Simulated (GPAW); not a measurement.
# Ni (Im-3m) in GPAW: convergence with grid spacing (A)

Aim: find how far grid spacing (A) must go before the results for Ni settle, at PBE. This setting moves, with any that are tied to it; all else stays.

All numbers are computed with GPAW 26.7.0; they aren't measurements. Logs are shortened: lines on timing, memory, paths and dates and some standing lists are left out, and cuts for length are marked. The log counts tension as positive stress, the text compression.

### Step 1. The crystal as given

It takes space group Im-3m (No. 229, cubic). Conventional cell: a = 2.767 Å, b = 2.767 Å, c = 2.767 Å, α = 90.00°, β = 90.00°, γ = 90.00°. Ni (site symmetry m-3m) is surrounded by 8 Ni at 2.40 Å.

This isn't the form of Ni at room conditions, which is fcc.

### Step 2. With grid spacing (A) 0.26

Input file run.py:

```python
from ase.dft.bandgap import bandgap
from ase.io import read, write
from gpaw import GPAW

atoms = read('Ni.xyz')
atoms.set_initial_magnetic_moments([1.0])

calc = GPAW(mode='fd',
            h=0.26,
            xc='PBE',
            kpts={'size': (13, 13, 13), 'gamma': True},
            occupations={'name': 'fermi-dirac', 'width': 0.05},
            nbands=17,
            convergence={'density': 1e-05, 'energy': 1e-05},
            maxiter=100,
            txt='gpaw.txt')
atoms.calc = calc
energy = atoms.get_potential_energy()
forces = atoms.get_forces()
calc.write('gs.gpw')
write('result.traj', atoms)
print(f'Energy: {energy:.6f} eV')
print('Forces (eV/A):')
print(forces.round(4))
print('Moments:', calc.get_magnetic_moments().round(3))
print('Fermi level:', round(calc.get_fermi_level(), 4), 'eV')
print(f'Gap: {bandgap(calc)[0]:.4f} eV, direct: {bandgap(calc, direct=True)[0]:.4f} eV')
```

Input file Ni.xyz:

```xyz
1
Lattice="-1.3837154700 1.3837154700 1.3837154700 1.3837154700 -1.3837154700 1.3837154700 1.3837154700 1.3837154700 -1.3837154700" Properties=species:S:1:pos:R:3 pbc="T T T"
Ni     0.0000000000      0.0000000000      0.0000000000
```

Potentials or basis: GPAW PAW data sets (gpaw-data 1.2.1), fd.

Started as:

```sh
$ OMP_NUM_THREADS=1 python run.py
```

gpaw.txt:

```text
__  _  _
 | _ |_)|_||  |
 |__||  | ||/\| - 26.7.0

Input parameters:
  mode=FD(),
  convergence={'density': 1e-05, 'energy': 1e-05},
  h=0.26,
  kpts=MonkhorstPack(size=(13, 13, 13), gamma=True),
  maxiter=100,
  nbands=17,
  occupations=Occupations(name='fermi-dirac', width=0.05),
  xc=XC(name='PBE')

Diagonalizing LCAO Hamiltonian
Converting LCAO to fd mode

       Ni

Atoms  # Å, Bohr magnetons
|   | symbol |        x |        y |        z |    initial magnetic moments |
|---|--------|----------|----------|----------|-----------------------------|
| 0 |     Ni | 0.000000 | 0.000000 | 0.000000 | ( 0.0000,  0.0000,  1.0000) |

Unit cell  # Å
| periodic |         x |         y |         z |  lengths |     angles |
|----------|-----------|-----------|-----------|----------|------------|
|      yes | -1.383715 |  1.383715 |  1.383715 | 2.396665 | 109.471221 |
|      yes |  1.383715 | -1.383715 |  1.383715 | 2.396665 | 109.471221 |
|      yes |  1.383715 |  1.383715 | -1.383715 | 2.396665 | 109.471221 |

Number of symmetries: 48
Symmetry operations  # r_c * U_cc + t_c -> r_c
|    | kind |            matrix            |
|----|------|------------------------------|
|  0 |  σ   |  1, 1, 1,  0, 0,-1,  0,-1, 0 |
|  1 |  C4  |  1, 1, 1,  0, 0,-1, -1, 0, 0 |
|  2 |  C2  |  1, 1, 1,  0,-1, 0,  0, 0,-1 |
|  3 |  S6  |  1, 1, 1,  0,-1, 0, -1, 0, 0 |
|  4 |  S6  |  1, 1, 1, -1, 0, 0,  0, 0,-1 |
|  5 |  C4  |  1, 1, 1, -1, 0, 0,  0,-1, 0 |
|  6 |  E   |  1, 0, 0,  0, 1, 0,  0, 0, 1 |
|  7 |  σ   |  1, 0, 0,  0, 1, 0, -1,-1,-1 |
|  8 |  σ   |  1, 0, 0,  0, 0, 1,  0, 1, 0 |
|  9 |  C3  |  1, 0, 0,  0, 0, 1, -1,-1,-1 |
| 10 |  C3  |  1, 0, 0, -1,-1,-1,  0, 1, 0 |
| 11 |  σ   |  1, 0, 0, -1,-1,-1,  0, 0, 1 |
| 12 |  σ   |  0, 1, 0,  1, 0, 0,  0, 0, 1 |
| 13 |  C2  |  0, 1, 0,  1, 0, 0, -1,-1,-1 |
| 14 |  C3  |  0, 1, 0,  0, 0, 1,  1, 0, 0 |
| 15 |  S4  |  0, 1, 0,  0, 0, 1, -1,-1,-1 |
| 16 |  S4  |  0, 1, 0, -1,-1,-1,  1, 0, 0 |
| 17 |  C3  |  0, 1, 0, -1,-1,-1,  0, 0, 1 |
| 18 |  C3  |  0, 0, 1,  1, 0, 0,  0, 1, 0 |
| 19 |  S4  |  0, 0, 1,  1, 0, 0, -1,-1,-1 |
| 20 |  σ   |  0, 0, 1,  0, 1, 0,  1, 0, 0 |
| 21 |  C3  |  0, 0, 1,  0, 1, 0, -1,-1,-1 |
| 22 |  C2  |  0, 0, 1, -1,-1,-1,  1, 0, 0 |
| 23 |  S4  |  0, 0, 1, -1,-1,-1,  0, 1, 0 |
| 24 |  C4  |  0, 0,-1,  1, 1, 1,  0,-1, 0 |
| 25 |  σ   |  0, 0,-1,  1, 1, 1, -1, 0, 0 |
| 26 |  S6  |  0, 0,-1,  0,-1, 0,  1, 1, 1 |
| 27 |  C2  |  0, 0,-1,  0,-1, 0, -1, 0, 0 |
| 28 |  C4  |  0, 0,-1, -1, 0, 0,  1, 1, 1 |
| 29 |  S6  |  0, 0,-1, -1, 0, 0,  0,-1, 0 |
| 30 |  S6  |  0,-1, 0,  1, 1, 1,  0, 0,-1 |
| 31 |  C4  |  0,-1, 0,  1, 1, 1, -1, 0, 0 |
| 32 |  C4  |  0,-1, 0,  0, 0,-1,  1, 1, 1 |
| 33 |  S6  |  0,-1, 0,  0, 0,-1, -1, 0, 0 |
| 34 |  σ   |  0,-1, 0, -1, 0, 0,  1, 1, 1 |
| 35 |  C2  |  0,-1, 0, -1, 0, 0,  0, 0,-1 |
| 36 |  C2  | -1, 0, 0,  1, 1, 1,  0, 0,-1 |
| 37 |  S6  | -1, 0, 0,  1, 1, 1,  0,-1, 0 |
| 38 |  S6  | -1, 0, 0,  0, 0,-1,  1, 1, 1 |
| 39 |  C2  | -1, 0, 0,  0, 0,-1,  0,-1, 0 |
| 40 |  C2  | -1, 0, 0,  0,-1, 0,  1, 1, 1 |
| 41 |  i   | -1, 0, 0,  0,-1, 0,  0, 0,-1 |
| 42 |  S4  | -1,-1,-1,  1, 0, 0,  0, 1, 0 |
| 43 |  C3  | -1,-1,-1,  1, 0, 0,  0, 0, 1 |
| 44 |  C3  | -1,-1,-1,  0, 1, 0,  1, 0, 0 |
| 45 |  σ   | -1,-1,-1,  0, 1, 0,  0, 0, 1 |
| 46 |  S4  | -1,-1,-1,  0, 0, 1,  1, 0, 0 |
| 47 |  C2  | -1,-1,-1,  0, 0, 1,  0, 1, 0 |

BZ-sampling:
  Number of BZ points: 2197
  Number of IBZ points: 84

  Monkhorst-Pack size: [13, 13, 13]
  Monkhorst-Pack shift: [0, 0, 0]

K-points  # in reciprocal-cell coordinates
|     |                                coordinates |     weight |
|-----|--------------------------------------------|------------|
|   0 | (  0.00000000,   0.00000000,   0.00000000) | 0.00045517 |
|   1 | (  0.07692308,   0.00000000,   0.00000000) | 0.00546199 |
|   2 | (  0.07692308,   0.07692308,  -0.07692308) | 0.00273100 |
|   3 | (  0.15384615,   0.00000000,  -0.07692308) | 0.01092399 |
|   4 | (  0.15384615,   0.00000000,   0.00000000) | 0.00546199 |
|   5 | (  0.15384615,   0.07692308,  -0.07692308) | 0.01092399 |
|   6 | (  0.15384615,   0.15384615,  -0.15384615) | 0.00273100 |
|   7 | (  0.23076923,  -0.07692308,  -0.07692308) | 0.00364133 |
|   8 | (  0.23076923,   0.00000000,  -0.07692308) | 0.02184797 |
|   9 | (  0.23076923,   0.00000000,   0.00000000) | 0.00546199 |
| ... |                                            |            |
|  83 | (  0.46153846,   0.46153846,   0.46153846) | 0.00364133 |

Uniform wave function grid shape: (np.int64(8), np.int64(8), np.int64(8))
Spin-components: 2 (collinear spins)
Bands:           17
Projectors:      6
Spin-degeneracy: 1
Datatype:        complex128

Parallelization:
  kpt:    1
  domain: 1
  band:   1

Density:
  Valence electrons: 16.0
  Components: 2
  Grid points: [8 8 8]
  Charge: 0.0  # |e|

Potential:
  Grid points: [8 8 8]

species:
  Ni:
    name:    Nickel
    Z:       28.0
    valence: 16
    core:    12
    charge:  0.0  # [|e|]
    compensation charges:
      type: gauss
      rc: 0.36  # [Å]
      lmax: 2
    cutoffs:
      filter: 2.14  # [Å]
      core: 1.98  # [Å]
    projectors
    | kind |    occ | energy [eV] | rcut [Å] |
    |------|--------|-------------|----------|
    |   4s |  2.000 |      -5.642 |    1.164 |
    |   3p |  6.000 |     -71.394 |    1.207 |
    |   4p |  0.000 |      -1.226 |    1.207 |
    |   3d |  8.000 |      -8.875 |    1.138 |
    |    s |        |      21.570 |    1.164 |
    |    d |        |      18.337 |    1.138 |

    Using partial waves for Ni as LCAO basis

Reference energy: -41367.998447  # eV

eigensolver:
  PPCG
  Converge bands: occupied
  niter=2

density mixing:
  MSR1-Mixer
  Pratt-step length: 0.05
  Maximum mixing coefficient: 0.75
  Old densities: 10
  SVD Regularization: 0.005
  Good broyden scale: 1.0
  Trust region scale: 1.0
  Backstep threshold: 4.0
  History deletion threshold: 6.0
  Fourier metric: weight=20.0, sigma=0.015

occupation numbers:
  Fermi-Dirac:
    width: 0.0500  # eV

FastPoissonSolver using
    Stencil: 8*3+1=25 point O(h^6) finite-difference Laplacian
    FFT axes: [np.int64(0), np.int64(1), np.int64(2)]
    FST axes: []

xc functional:
  name: PBE with 2 nearest neighbor stencil
interpolation: tri-quintic # 5. degree polynomial

convergence criteria:
- Maximum integral of absolute [dens]ity change: 1e-05 electrons / valence electron
- Maximum [total energy] change in last 3 cyles: 1e-05 eV / valence electron
- Maximum integral of absolute [eigenst]ate change: 4e-08 eV^2 / valence electron
maximum number of iterations: 100

SCF iterations
|iter     | |      energy | eigst |  dens |  magmom |
|---------|-|-------------|-------|-------|---------|
|iter:   1| |   -7.379205 | +0.24 |       |  +1.0009|
|iter:   2| |   -7.397887 | -1.31 | -1.43 |  +0.9837|
|iter:   3| |   -7.490696 | -1.91 | -1.47 |  +0.7978|
|iter:   4| |   -7.507909 | -2.32 | -1.71 |  +0.6234|
|iter:   5| |   -7.508460 | -3.61 | -2.56 |  +0.6073|
|iter:   6| |   -7.508686 | -4.57 | -2.76 |  +0.5999|
|iter:   7| |   -7.508719 | -5.35 | -3.18 |  +0.5889|
|iter:   8| |   -7.508711c| -6.14 | -3.36 |  +0.5868|
|iter:   9| |   -7.508706c| -7.12 | -4.12 |  +0.5874|
|iter:  10| |   -7.508704c| -7.76c| -4.56 |  +0.5875|
|iter:  11| |   -7.508702c| -7.63c| -4.97 |  +0.5876|
|iter:  12| |   -7.508702c| -8.57c| -5.79c|  +0.5876|

Converged in 12 steps
Energy contributions relative to reference atoms: (reference = -41367.998447)

Energy contributions:
  Kinetic:           7.831406
  Coulomb:          -5.958191
  Zero:              0.196077
  External:          0.000000
  Xc:               -9.570758
  Entropy:          -0.014471
  Spinorbit:         0.000000
  ----------------------------
  Free energy:      -7.515937
  Extrapolated:     -7.508702

dipole moment: (-2.830788, -2.830788, -2.830788)  # |e|*Ang

Total magnetic moment: (0.000000, 0.000000, 0.587605)

Local magnetic moments
|        x |        y |        z |
|----------|----------|----------|
| 0.000000 | 0.000000 | 0.614251 |  # Ni   0

Fermi level: 8.749
Eigenvalues  # (at kpt = [0.000, 0.000, 0.000])
| band index |      eig [eV] | occ [0-1] |      eig [eV] | occ [0-1] |
|------------|---------------|-----------|---------------|-----------|
|          0 |       -54.964 |     1.000 |       -54.215 |     1.000 |
|          1 |       -54.964 |     1.000 |       -54.215 |     1.000 |
|          2 |       -54.960 |     1.000 |       -54.211 |     1.000 |
|          3 |        -0.486 |     1.000 |        -0.494 |     1.000 |
|          4 |         6.325 |     1.000 |         7.027 |     1.000 |
|          5 |         6.325 |     1.000 |         7.027 |     1.000 |
[... 9 lines left out ...]
|         15 |        41.058 |     0.000 |        41.263 |     0.000 |
|         16 |        41.061 |     0.000 |        41.274 |     0.000 |

No gap
No difference between direct/indirect transitions

Forces  # eV/Ang
|        x |        y |       z |
|----------|----------|---------|
| -0.00000 | -0.00000 | 0.00000 |  # Ni   0

# Writing to gs.gpw (mode='')
```

Run time: 31 s. Hardware: 1 thread of Arm Neoverse V1, shared host; peak memory 0.17 GiB.

Results:

```yaml
Free_energy: -7.5159 eV
Band_gap_on_the_k_mesh: none (metal or under the smearing width)
Net_moment: 0.59 μB per cell
Site_moments: Ni +0.61 μB
```

### Step 3. With grid spacing (A) 0.23

run.py, as its differences from that of step 2:

```diff
@@ -8,3 +8,3 @@
 calc = GPAW(mode='fd',
-            h=0.26,
+            h=0.23,
             xc='PBE',
```

Ni.xyz is that of step 2.

Potentials or basis: GPAW PAW data sets (gpaw-data 1.2.1), fd.

Started as:

```sh
$ OMP_NUM_THREADS=1 python run.py
```

It took 30 s on 1 thread of Arm Neoverse V1, shared host; peak memory 0.17 GiB.

Results:

```yaml
Free_energy: -7.5159 eV
Band_gap_on_the_k_mesh: none (metal or under the smearing width)
Net_moment: 0.59 μB per cell
Site_moments: Ni +0.61 μB
```

### Step 4. With grid spacing (A) 0.2

run.py, as its differences from that of step 3:

```diff
@@ -8,3 +8,3 @@
 calc = GPAW(mode='fd',
-            h=0.23,
+            h=0.2,
             xc='PBE',
```

Ni.xyz is that of step 3.

Started as:

```sh
$ OMP_NUM_THREADS=1 python run.py
```

Wall time 31 s (1 thread of Arm Neoverse V1, shared host); peak memory 0.17 GiB.

Results (log left out):

* Free energy: -7.5159 eV
* Band gap on the k mesh: none (metal or under the smearing width)
* Net moment: 0.59 μB per cell
* Site moments: Ni +0.61 μB

### Step 5. With grid spacing (A) 0.18

run.py, as its differences from that of step 4:

```diff
@@ -8,3 +8,3 @@
 calc = GPAW(mode='fd',
-            h=0.2,
+            h=0.18,
             xc='PBE',
```

Ni.xyz is that of step 4.

Started as:

```sh
$ OMP_NUM_THREADS=1 python run.py
```

It took 74 s on 1 thread of Arm Neoverse V1, shared host; peak memory 0.29 GiB.

It converged, with:

| Item | Value |
| --- | --- |
| Free energy | -7.2109 eV |
| Band gap on the k mesh | none (metal or under the smearing width) |
| Net moment | 0.59 μB per cell |
| Site moments | Ni +0.61 μB |

### Step 6. With grid spacing (A) 0.16

run.py, as its differences from that of step 5:

```diff
@@ -8,3 +8,3 @@
 calc = GPAW(mode='fd',
-            h=0.18,
+            h=0.16,
             xc='PBE',
```

Ni.xyz is that of step 5.

Potentials or basis: GPAW PAW data sets (gpaw-data 1.2.1), fd.

Started as:

```sh
$ OMP_NUM_THREADS=1 python run.py
```

Run time: 74 s. Hardware: 1 thread of Arm Neoverse V1, shared host; peak memory 0.29 GiB.

The run converged. Its results:

- Free energy: -7.2109 eV
- Band gap on the k mesh: none (metal or under the smearing width)
- Net moment: 0.59 μB per cell
- Site moments: Ni +0.61 μB

### Step 7. With grid spacing (A) 0.14

run.py, as its differences from that of step 6:

```diff
@@ -8,3 +8,3 @@
 calc = GPAW(mode='fd',
-            h=0.16,
+            h=0.14,
             xc='PBE',
```

Ni.xyz is that of step 6.

Started as:

```sh
$ OMP_NUM_THREADS=1 python run.py
```

Wall time 74 s (1 thread of Arm Neoverse V1, shared host); peak memory 0.29 GiB.

Results (log left out):

| Property | Result |
| --- | --- |
| Free energy | -7.2109 eV |
| Band gap on the k mesh | none (metal or under the smearing width) |
| Net moment | 0.59 μB per cell |
| Site moments | Ni +0.61 μB |

### Step 8. With grid spacing (A) 0.12

run.py, as its differences from that of step 7:

```diff
@@ -8,3 +8,3 @@
 calc = GPAW(mode='fd',
-            h=0.14,
+            h=0.12,
             xc='PBE',
```

Ni.xyz is that of step 7.

Started as:

```sh
$ OMP_NUM_THREADS=1 python run.py
```

It took 2.7 min on 1 thread of Arm Neoverse V1, shared host; peak memory 0.52 GiB.

It converged, with:

| Property | Result |
| --- | --- |
| Free energy | -7.1826 eV |
| Band gap on the k mesh | none (metal or under the smearing width) |
| Net moment | 0.59 μB per cell |
| Site moments | Ni +0.61 μB |

### Step 9. Result

| grid spacing (A) | energy less the tightest run, at zero smearing (meV/atom) | SCF cycles | CPU time (s) | peak memory (GiB) |
| --- | --- | --- | --- | --- |
| 0.26 | -333.15 | 12 | 31 | 0.17 |
| 0.23 | -333.15 | 12 | 30 | 0.17 |
| 0.2 | -333.15 | 12 | 31 | 0.17 |
| 0.18 | -28.31 | 11 | 74 | 0.29 |
| 0.16 | -28.31 | 11 | 74 | 0.29 |
| 0.14 | -28.31 | 11 | 74 | 0.29 |
| 0.12 | 0.00 | 11 | 160 | 0.52 |

Not settled before the last step: the energy (to 1 meV/atom). The tightest run that finished is the yardstick and may itself not be fully converged.

Caveats: the real-space grid adds noise to forces.
